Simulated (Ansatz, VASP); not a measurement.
# Ru in VASP and in Ansatz

```
CELL_PARAMETERS angstrom
0.03334 1.96938 1.96938
1.96938 0.03334 1.96938
1.96938 1.96938 0.03334
ATOMIC_POSITIONS crystal
Ru 0.00000 0.00000 0.00000
```

Change from the starting cell: equal engineering shear yz, xz and xy +0.0175, equal normal strain along x, y and z +0.0250.

Alike in both runs: task single point; functional PBE; k mesh 20 × 20 × 20; occupations gaussian, width 0.15 eV; no spin polarisation.

|  | VASP | Ansatz |
| --- | --- | --- |
| version | VASP 6.6.1 | Ansatz 0.2.0 |
| potentials or method | VASP PAW PBE potentials, release 64 (Ru_pv) | scalar-relativistic, plane waves, PAW |
| plane-wave cutoff (eV) | 520 | 420 |
| valence electrons in the cell | 14 | 16 |

Ansatz gave:

```
gap on the k mesh at the Fermi level (eV)       : none
pressure (GPa)                                  : -18.5
largest component of the traceless stress (GPa) : 3.15
```

**Question.** Which values does VASP return?

**Answer.** gap on the k mesh at the Fermi level (eV): none; pressure (GPa): -18.6; largest component of the traceless stress (GPa): 3.15.

A gap of «none» marks a metal or a gap that the smearing closes. The two sets of potentials don't hold the same shells in valence.

Caveats: so large a pressure means that the cell lies far from this level's equilibrium, or that cutoff or potentials fall short (VASP).
